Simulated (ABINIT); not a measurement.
Runs of ABINIT 10.8.3 (patched build) on C. Symmetry: Fd-3m, No. 227, cubic system. The conventional cell has a = 3.567 Å, b = 3.567 Å, c = 3.567 Å, α = 90.00°, β = 90.00°, γ = 90.00°. Around C (site symmetry -43m) lie 4 C at 1.54 Å. This isn't the form of C at room conditions, which is graphite.

```csv
task,level,potentials or basis,k mesh,cutoff (eV),fine-grid cutoff,gap on the mesh (eV),pressure (GPa),V0 of scaled cells (Å³/atom),B0 (GPa)
equation of state,LDA,JTH PAW LDA v2.0,13 × 13 × 13,707,1306.15 eV,-,-,5.50,(b)
equation of state,BLYP+D2,JTH PAW PBE v2.0,13 × 13 × 13,544,1088.46 eV,-,-,(c),422
band structure,RPBE,JTH PAW PBE v2.0,13 × 13 × 13,544,1088.46 eV,4.14,7.2,-,-
single point,PBEsol,JTH PAW PBE v2.0,10 × 10 × 10,544,1088.46 eV,4.03,(a),-,-
equation of state,BLYP+D3(BJ),JTH PAW PBE v2.0,13 × 13 × 13,544,1088.46 eV,-,-,5.67,429
```

Alike in all rows: no spin polarisation; cell as given; smearing fermi-dirac 0.05 eV.

Q: Estimate the missing entries.

A: (a) -5.3; (b) 469; (c) 5.74.

Caveats: the atomic spheres overlap; the PAW data sets were made with another functional, which shifts forces and pressure a little (some runs); pressures at fixed basis lie under the slope of the energies (some runs).

A k mesh can miss the band edges.

Runs at the PBE level aren't shown here.
